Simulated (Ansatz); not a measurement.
TiSi2:

```xyz
6
Lattice="0.0000 4.1175 4.2629 2.3895 0.0000 4.2629 2.3895 4.1175 0.0000" Properties=species:S:1:pos:R:3 pbc="T T T"
Ti    3.5843    6.1763    6.3943
Ti    2.3895    4.1175    4.2629
Si    1.1948    3.3975    2.1314
Si    1.1948    0.7200    2.1314
Si    2.3895    1.3387    4.2629
Si    2.3895    6.8963    4.2629
```

The cell is a database's computed one.

```yaml
Program: Ansatz 0.2.0
Task: relaxation of cell and atoms
Functional: PBE
Dispersion: D3(BJ)
Potentials_or_basis: Ansatz PAW
Cutoff: "420 eV (not typed: the program's choice for these potentials)"
k_mesh: 7 × 7 × 7
Occupations: fermi-dirac, width 0.05 eV
Spin: no spin polarisation
```

At the start: volume 13.98 Å³/atom.

Q: Where does the relaxation end?

A: It ends after 7 steps and the volume is 13.56 Å³/atom (-3.0 %); space group Fddd (No. 70, to 0.05 Å).

The path:
```csv
step,energy change (eV),largest force (eV/Å),volume (Å³)
1,0.0000,0.0224,83.88
2,-0.0346,0.0158,80.96
3,-0.0387,0.0011,81.36
4,-0.0388,0.0017,81.36
5,-0.0384,0.0017,81.36
6,-0.0384,0.0012,81.34
7,-0.0384,0.0012,81.34
```

Final structure:
```xyz
6
Lattice="0.0000 4.0535 4.2400 2.3664 0.0000 4.2400 2.3664 4.0535 0.0000" Properties=species:S:1:pos:R:3 pbc="T T T"
Ti    3.5496    6.0803    6.3600
Ti    2.3664    4.0535    4.2400
Si    1.1832    3.3490    2.1200
Si    1.1832    0.7045    2.1200
Si    2.3664    1.3222    4.2400
Si    2.3664    6.7848    4.2400
```

Caveat: the plane-wave basis is chosen anew once the cell has moved, so the energies of steps on either side of that aren't comparable; pairwise dispersion overbinds metals, which lowers pressure and volume.
